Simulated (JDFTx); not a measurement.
Runs of JDFTx 1.7.0 (patched build) on Al. Symmetry: Fm-3m, No. 225, cubic system. The conventional cell has a = 4.050 Å, b = 4.050 Å, c = 4.050 Å, α = 90.00°, β = 90.00°, γ = 90.00°. Al (site symmetry m-3m) is surrounded by 12 Al at 2.86 Å. 

```csv
task,level,potentials or basis,k mesh,cutoff (eV),further solve for the empty bands,V0 of scaled cells (Å³/atom),B0 (GPa)
equation of state,PBEsol,PseudoDojo-SR-PBEsol-0.4.1-standard,11 × 11 × 11,544,-,(b),(c)
equation of state,RPBE,PseudoDojo-SR-PBE-0.5-standard,11 × 11 × 11,544,-,(a),79
equation of state,LDA,PseudoDojo-SR-LDA-0.4.1-standard,11 × 11 × 11,599,-,15.78,85
equation of state,r2SCAN,SG15-PBE-1.2,11 × 11 × 11,1088,-,16.25,89
```

Alike in all rows: no spin polarisation; cell as given; smearing fermi-dirac 0.05 eV.

Problem. Estimate the missing entries.

Solution. (a) 16.49; (b) 16.18; (c) 84.

Caveats: the potentials were made for another functional, which shifts forces and pressure (some runs).

Runs at the PBE level aren't shown here.
